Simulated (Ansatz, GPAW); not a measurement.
# Zr: programs and potentials compared

```
CELL_PARAMETERS angstrom
3.23200 0.00000 0.00000
-1.61600 2.79899 0.00000
0.00000 0.00000 5.14700
ATOMIC_POSITIONS crystal
Zr 0.66667 0.33333 0.75000
Zr 0.33333 0.66667 0.25000
```

Alike in all runs: task single point; functional PBE; k mesh 9 × 9 × 5; occupations gaussian, width 0.015 eV; no spin polarisation; no spin-orbit coupling. Pressure is positive in compression and, in plane waves, holds the error of the finite cutoff, which Ansatz's Pulay term estimates and takes out.

```json
{"program and potentials": "Ansatz, Ansatz PAW", "plane-wave cutoff (eV)": "420", "notes": "-", "pressure (GPa)": "0.58"}
{"program and potentials": "GPAW, GPAW PAW data sets (gpaw-data 1.2.1)", "plane-wave cutoff (eV)": "600", "notes": "-", "pressure (GPa)": "0.25"}
{"program and potentials": "Ansatz, all-electron LAPW, scalar-relativistic", "plane-wave cutoff (eV)": "-", "notes": "-", "pressure (GPa)": "0.60"}
```

The pressure spans 0.25 (GPAW, GPAW PAW data sets (gpaw-data 1.2.1)) to 0.60 GPa (Ansatz, all-electron LAPW, scalar-relativistic), with all-electron results at 0.60.

Differences between rows come from potentials, basis sets and numerical settings, since the functional is the same but for its coding. Runs on potential files found faulty are left out.
